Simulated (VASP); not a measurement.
# ZrB (I4mm) in VASP: a series of runs

One crystal, ZrB, is run at these levels: r2SCAN; tasks: single point.

All numbers are computed with VASP 6.6.1; they aren't measurements. Logs are shortened: lines on timing, memory, paths and dates and some standing lists are left out, and cuts for length are marked.

### 1 Starting point

It takes space group I4mm (No. 107, tetragonal). Conventional cell: a = 3.288 Å, b = 3.288 Å, c = 4.650 Å, α = 90.00°, β = 90.00°, γ = 90.00°. Around Zr (site symmetry 4mm) lie 6 B at 2.32 to 2.33 Å. B (site symmetry 4mm) is surrounded by 6 Zr at 2.32 to 2.33 Å.

### 2 Single point, r2SCAN

POSCAR reads:

```
ZrB
1.0
    0.0000000000      2.3250000000      2.3250000000
    2.3250000000      0.0000000000      2.3250000000
    2.3250000000      2.3250000000      0.0000000000
Zr B
1 1
Direct
    0.0000000000      0.0000000000      0.0000000000
    0.4978494624      0.4978494624      0.5021505376
```

INCAR.step1 reads:

```
ALGO     = Normal         # electronic algorithm
EDIFF    = 1E-4           # SCF threshold, eV
ENCUT    = 520            # plane-wave cutoff, eV
GGA      = PE             # functional
ISMEAR   = 0              # smearing method
LASPH    = True           # aspherical terms in the spheres
LCHARG   = False          # write CHGCAR
LREAL    = False          # projectors in reciprocal space
LWAVE    = True           # write WAVECAR
NBANDS   = 14             # bands
NELM     = 100            # most SCF steps
PREC     = Accurate       # precision mode
SIGMA    = 0.02           # smearing width, eV
```

INCAR.step2 reads:

```
ALGO     = Normal         # electronic algorithm
EDIFF    = 1E-7           # SCF threshold, eV
ENCUT    = 520            # plane-wave cutoff, eV
ISIF     = 2              # what is computed and relaxed
ISMEAR   = 0              # smearing method
ISTART   = 1            
LASPH    = True           # aspherical terms in the spheres
LCHARG   = False          # write CHGCAR
LMIXTAU  = True         
LREAL    = False          # projectors in reciprocal space
LWAVE    = False          # write WAVECAR
METAGGA  = R2SCAN         # meta-GGA
NBANDS   = 14             # bands
NELM     = 100            # most SCF steps
PREC     = Accurate       # precision mode
SIGMA    = 0.02           # smearing width, eV
```

KPOINTS reads:

```
k-points
0
Gamma
  12 12 12
```

Potentials or basis: VASP PAW PBE potentials, release 64 (Zr_sv, B).

The run is started by

```bash
> cat potpaw_PBE.64/Zr_sv/POTCAR potpaw_PBE.64/B/POTCAR > POTCAR
> cp INCAR.step1 INCAR
> mpirun -np 1 vasp_std > vasp.out
> cp INCAR.step2 INCAR
> mpirun -np 1 vasp_std > vasp.out
```

OUTCAR:

```text
EDIFF = 1E-7
   ENCUT = 520
   ISIF = 2
   ISMEAR = 0
   ISTART = 1
   LASPH = True
   LREAL = False
   METAGGA = R2SCAN
   NELM = 100
   PREC = Accurate

 ion  position               nearest neighbor table
   1  0.000  0.000  0.000-   2 2.32   2 2.33   2 2.33   2 2.33   2 2.33   2 2.33
   2  0.498  0.498  0.502-   1 2.32   1 2.33   1 2.33   1 2.33   1 2.33   1 2.33

  LATTYP: Found a face centered cubic cell.
 ALAT       =     4.6500000000

  Lattice vectors:

 A1 = (   0.0000000000,   2.3250000000,   2.3250000000)
 A2 = (   2.3250000000,   0.0000000000,   2.3250000000)
 A3 = (   2.3250000000,   2.3250000000,   0.0000000000)

Analysis of symmetry for initial positions (statically):
=====================================================================
 Subroutine PRICEL returns:
 Original cell was already a primitive cell.

 Routine SETGRP: Setting up the symmetry group for a
 face centered cubic supercell.

 Subroutine GETGRP returns: Found  8 space group operations
 (whereof  8 operations were pure point group operations)
 out of a pool of 48 trial point group operations.

The static configuration has the point symmetry C_4v.

Analysis of symmetry for dynamics (positions and initial velocities):
=====================================================================
 Subroutine PRICEL returns:
 Original cell was already a primitive cell.

 Routine SETGRP: Setting up the symmetry group for a
 face centered cubic supercell.

 Subroutine GETGRP returns: Found  8 space group operations
 (whereof  8 operations were pure point group operations)
 out of a pool of 48 trial point group operations.

The dynamic configuration has the point symmetry C_4v.

 Subroutine INISYM returns: Found  8 space group operations
 (whereof  8 operations are pure point group operations),
 and found     1 'primitive' translations

----------------------------------------------------------------------------------------

                                     Primitive cell

  volume of cell :      25.1362

  direct lattice vectors                    reciprocal lattice vectors
     0.000000000  2.325000000  2.325000000    -0.215053763  0.215053763  0.215053763
     2.325000000  0.000000000  2.325000000     0.215053763 -0.215053763  0.215053763
     2.325000000  2.325000000  0.000000000     0.215053763  0.215053763 -0.215053763

  length of vectors
     3.288046533  3.288046533  3.288046533     0.372484045  0.372484045  0.372484045

  position of ions in fractional coordinates (direct lattice)
     0.000000000  0.000000000  0.000000000
     0.497849462  0.497849462  0.502150538

  ion indices of the primitive-cell ions
   primitive index   ion index
                 1           1
                 2           2

----------------------------------------------------------------------------------------

 KPOINTS: k-points

Automatic generation of k-mesh.
 Grid dimensions read from file:
 generate k-points for:   12   12   12

 Generating k-lattice:

  Cartesian coordinates                     Fractional coordinates (reciprocal lattice)
    -0.017921147  0.017921147  0.017921147     0.083333333  0.000000000  0.000000000
     0.017921147 -0.017921147  0.017921147     0.000000000  0.083333333  0.000000000
     0.017921147  0.017921147 -0.017921147     0.000000000  0.000000000  0.083333333

  Length of vectors
     0.031040337  0.031040337  0.031040337

  Shift w.r.t. Gamma in fractional coordinates (k-lattice)
     0.000000000  0.000000000  0.000000000

 Subroutine IBZKPT returns following result:
 ===========================================

 Found    163 irreducible k-points:

 Following reciprocal coordinates:
            Coordinates               Weight
  0.000000  0.000000  0.000000      1.000000
  0.083333  0.000000  0.000000      8.000000
  0.166667  0.000000  0.000000      8.000000
  0.250000  0.000000  0.000000      8.000000
  0.333333  0.000000  0.000000      8.000000
  0.416667  0.000000  0.000000      8.000000
[... 16 lines left out ...]
  0.000000 -0.333333  0.083333     16.000000
 -0.250000  0.083333  0.000000      8.000000
 [... further k-points ...]
   k-points           NKPTS =    163   k-points in BZ     NKDIM =    163   number of bands    NBANDS=     14
   number of dos      NEDOS =    301   number of ions     NIONS =      2
   total plane-waves  NPLWV =  13824
   dimension x,y,z NGX =    24 NGY =   24 NGZ =   24
   dimension x,y,z NGXF=    48 NGYF=   48 NGZF=   48
   ions per type =               1   1
   NGX,Y,Z   is equivalent  to a cutoff of  12.13, 12.13, 12.13 a.u.
   NGXF,Y,Z  is equivalent  to a cutoff of  24.27, 24.27, 24.27 a.u.
 SYSTEM =  unknown system
   PREC   = accura    normal or accurate (medium, high low for compatibility)
   ISTART =      1    job   : 0-new  1-cont  2-samecut
   ICHARG =      0    charge: 1-file 2-atom 10-const
   ISPIN  =      1    spin polarized calculation?
   LNONCOLLINEAR =      F non collinear calculations
   LSORBIT =      F    spin-orbit coupling
   LASPH  =      T    aspherical Exc in radial PAW
   ENCUT  =  520.0 eV  38.22 Ry    6.18 a.u.   6.11  6.11  6.11*2*pi/ulx,y,z
   NELM   =    100;   NELMIN=  2; NELMDL=  0     # of ELM steps
   EDIFF  = 0.1E-06   stopping-criterion for ELM
   LREAL  =      F    real-space projection
   EDIFFG = 0.1E-05   stopping-criterion for IOM
   NSW    =      0    number of steps for IOM
   IBRION =     -1    ionic relax: 0-MD 1-quasi-New 2-CG
   NFREE  =      0    steps in history (QN), initial steepest desc. (CG)
   ISIF   =      2    stress and relaxation
   ISYM   =      2    0-nonsym 1-usesym 2-fastsym
   POTIM  = 0.5000    time-step for ionic-motion
   TEBEG  =    0.0;   TEEND  =   0.0 temperature during run
   PSTRESS=    0.0 pullay stress
   NELECT =      15.0000    total number of electrons
   NUPDOWN=      -1.0000    fix difference up-down
   EMIN   =  10.00;   EMAX   =-10.00  energy-range for DOS
   EFERMI =   0.00;   METHOD = LEGACY
   ISMEAR =     0;   SIGMA  =   0.02  broadening in eV -4-tet -1-fermi 0-gaus
   EFERMI_NEDOS =   21; number of points for ismear=-14 and -15
   IALGO  =     38    algorithm
   IMIX   =      4    mixing-type and parameters
     AMIX     =   0.40;   BMIX     =  1.00
     AMIX_MAG =   1.60;   BMIX_MAG =  1.00
  volume/ion in A,a.u.               =      12.57        84.81
  Fermi-wavevector in a.u.,A,eV,Ry     =   1.378285  2.604581 25.846565  1.899669
  Thomas-Fermi vector in A             =   2.503360
   LORBIT       =      0    0 simple, 1 ext, 2 COOP (PROOUT), +10 PAW based schemes
   METAGGA = R2SCAN    functional components
   LHFCALC =     F    Hartree Fock is set to
   AEXX    =    0.0000 exact exchange contribution
   IVDW    =     0    specifies the selected vdW correction
   LEPSILON=     F    determine dielectric tensor
   LRPA    =     F    only Hartree local field effects (RPA)
 non-spin polarized calculation
 Gauss-broadening in eV      SIGMA  =   0.02
  energy-cutoff  :      520.00
  volume of cell :       25.14
 maximum number of plane-waves:       700
   NGX = 13   NGY = 13   NGZ = 13

 number of electron      15.0000000 magnetization

 Free energy of the ion-electron system (eV)
  ---------------------------------------------------
  ext. energy  EPLUGINS =         0.00000000
  ---------------------------------------------------
  free energy    TOTEN  =       -30.52924187 eV

  energy without entropy =      -30.52882693  energy(sigma->0) =      -30.52903440

 E-fermi :   8.9811     XC(G=0): -13.1429

 val. band max:        8.9782597198   @ k =   0.0000   0.5000   0.2500
 cond. band min:       9.0694547056   @ k =   0.3333   0.1667   0.0833
 fundamental gap:      0.0911949858
 Fermi energy:         8.9810574487

 k-point     1 :       0.0000    0.0000    0.0000
  band No.  band energies     occupation
      1     -39.3976      2.00000
      2     -16.4285      2.00000
      3     -16.4283      2.00000
      4     -16.4283      2.00000
      5       0.0915      2.00000
      6      11.1876      0.00000
      7      11.1876      0.00000
      8      11.1900      0.00000
      9      12.8435      0.00000
     10      12.8860      0.00000
     11      13.0185      0.00000
     12      13.0185      0.00000
     13      13.0592      0.00000
     14      20.6486      0.00000

 k-point     2 :       0.0833    0.0000    0.0000
  band No.  band energies     occupation
      1     -39.3890      2.00000
      2     -16.5018      2.00000
      3     -16.4348      2.00000
      4     -16.4347      2.00000
      5       0.2915      2.00000
      6      10.5448      0.00000
      7      10.9625      0.00000
      8      10.9656      0.00000
      9      11.8296      0.00000
     10      11.8319      0.00000
     11      13.3450      0.00000
     12      14.6907      0.00000
     13      14.6936      0.00000
     14      21.1407      0.00000

 k-point     3 :       0.1667    0.0000    0.0000
  band No.  band energies     occupation
      1     -39.3653      2.00000
      2     -16.6978      2.00000
      3     -16.4523      2.00000
      4     -16.4522      2.00000
      5       0.8569      2.00000
      6       9.3482      0.00000
      7       9.8748      0.00000
      8       9.8765      0.00000
      9      12.1258      0.00000
     10      12.1263      0.00000
     11      13.7831      0.00000
     12      16.6334      0.00000
     13      16.6351      0.00000
     14      22.3739      0.00000
[... 324 lines left out ...]
 k-point    23 :       0.0000   -0.3333    0.0833
  band No.  band energies     occupation
      1     -39.2863      2.00000
      2     -17.2560      2.00000
      3     -16.5748      2.00000
      4     -16.4968      2.00000
      5       3.1291      2.00000
      6       6.4195      2.00000
      7       7.8556      2.00000
      8       8.1323      2.00000
      9      13.7573      0.00000
     10      14.4131      0.00000
     11      15.6478      0.00000
     12      20.0149      0.00000
     13      20.4225      0.00000
     14      22.2223      0.00000

 k-point    24 :      -0.2500    0.0833    0.0000
  band No.  band energies     occupation
      1     -39.3162      2.00000
      2     -17.0402      2.00000
      3     -16.5540      2.00000
      4     -16.4678      2.00000
      5       2.1398      2.00000
      6       7.5400      2.00000
      7       8.3832      2.00000
      8       8.6975      2.00000
      9      12.7658      0.00000
     10      13.7453      0.00000
     11      14.8693      0.00000
     12      18.2360      0.00000
     13      20.4695      0.00000
     14      22.2486      0.00000

 [... further k-points ...]

------------------------ aborting loop because EDIFF is reached ----------------------------------------

  FORCE on cell =-STRESS in cart. coord.  units (eV):
  Direction    XX          YY          ZZ          XY          YZ          ZX
  --------------------------------------------------------------------------------------
  -------------------------------------------------------------------------------------
  Total        5.7933202      5.7933202      5.7978694      0.0000000      0.0000000      0.0000000
  in kB      369.2659361    369.2659361    369.5558999      0.0000000      0.0000000      0.0000000
  external PRESSURE =     369.3625907 kB  Pullay stress =       0.0000000 kB

 VOLUME and BASIS-vectors are now :
 -----------------------------------------------------------------------------
  energy-cutoff  :      520.00
  volume of cell :       25.14
      direct lattice vectors                 reciprocal lattice vectors
     0.000000000  2.325000000  2.325000000    -0.215053763  0.215053763  0.215053763
     2.325000000  0.000000000  2.325000000     0.215053763 -0.215053763  0.215053763
     2.325000000  2.325000000  0.000000000     0.215053763  0.215053763 -0.215053763

 POSITION                                       TOTAL-FORCE (eV/Angst)
 -----------------------------------------------------------------------------------
      0.00000      0.00000      0.00000         0.000000      0.000000     -0.099216
      2.32500      2.32500      2.31500         0.000000      0.000000      0.099216
 -----------------------------------------------------------------------------------
    total drift:                                0.000000      0.000000      0.000103

  FREE ENERGIE OF THE ION-ELECTRON SYSTEM (eV)
  ---------------------------------------------------
  free  energy   TOTEN  =       -30.5292418682 eV

  energy  without entropy=      -30.5288269322  energy(sigma->0) =      -30.52903440
```

It took 87 s on 1 thread of Intel Xeon Platinum 8559C (Emerald Rapids), shared host; peak memory 0.19 GiB.

Results:

```
Free energy            : -30.5292 eV
Pressure               : 36.9 GPa
Largest force          : 0.099 eV/Å
Band gap on the k mesh : none (metal or under the smearing width)
```

Forces in eV/Å, atoms in the order of the input:
```
Zr   0.000  0.000 -0.099
B    0.000  0.000  0.099
```

Caveat: a pressure of tens of GPa on the cell as given is suspect, and the run, the potentials or the cell itself is likely at fault; the PAW data sets were made with another functional, which shifts forces and pressure a little.

### 3 Single point, r2SCAN

POSCAR, as its differences from that of step 2:

```diff
@@ -9,2 +9,2 @@
     0.0000000000      0.0000000000      0.0000000000
-    0.4978494624      0.4978494624      0.5021505376
+    0.5000000000      0.5000000000      0.5000000000
```

INCAR.step1 reads:

```
SYSTEM = ZrB
PREC = Accurate
ENCUT = 520
ISMEAR = 0
SIGMA = 0.02
LREAL = .FALSE.
LASPH = .TRUE.
NELM = 100
NBANDS = 14
GGA = PE
ALGO = Normal
EDIFF = 1E-4
LWAVE = .TRUE.
LCHARG = .FALSE.
```

INCAR.step2 reads:

```
SYSTEM = ZrB
PREC = Accurate
ENCUT = 520
EDIFF = 1E-6
ISMEAR = 0
SIGMA = 0.02
LREAL = .FALSE.
LASPH = .TRUE.
NELM = 100
ALGO = Normal
ISIF = 2
LWAVE = .FALSE.
LCHARG = .TRUE.
METAGGA = R2SCAN
LMIXTAU = .TRUE.
LELF = .TRUE.
LVHAR = .TRUE.
NBANDS = 14
ISTART = 1
```

KPOINTS reads:

```
Automatic mesh
0
G
  12 12 12
  0 0 0
```

Potentials or basis: VASP PAW PBE potentials, release 64 (Zr_sv, B).

The run is started by

```bash
> cat potpaw_PBE.64/Zr_sv/POTCAR potpaw_PBE.64/B/POTCAR > POTCAR
> cp INCAR.step1 INCAR
> mpirun -np 1 vasp_std > vasp.out
> cp INCAR.step2 INCAR
> mpirun -np 1 vasp_std > vasp.out
```

Wall time 35 s (1 thread of Intel Xeon Platinum 8559C (Emerald Rapids), shared host); peak memory 0.16 GiB.

Results (log left out):

| Property | Result |
| --- | --- |
| Free energy | -30.5297 eV |
| Pressure | 36.9 GPa |
| Band gap on the k mesh | none (metal or under the smearing width) |

Levels at points of the mesh, in eV from the Fermi level:
| k point | band 5 | band 6 | band 7 | band 8 | band 9 | band 10 | band 11 | band 12 |
| --- | --- | --- | --- | --- | --- | --- | --- | --- |
| (0.00, 0.00, 0.00) | -8.89 | 2.21 | 2.21 | 2.21 | 3.90 | 3.90 | 4.04 | 4.04 |
| (0.50, 0.00, 0.00) | -4.36 | -4.02 | -1.47 | -1.47 | 6.20 | 6.20 | 7.91 | 8.63 |
| (0.50, 0.50, 0.00) | -7.00 | -1.05 | -0.39 | 2.68 | 2.68 | 5.72 | 7.41 | 7.41 |

Caveat: a pressure of tens of GPa on the cell as given is suspect, and the run, the potentials or the cell itself is likely at fault; the PAW data sets were made with another functional, which shifts forces and pressure a little.
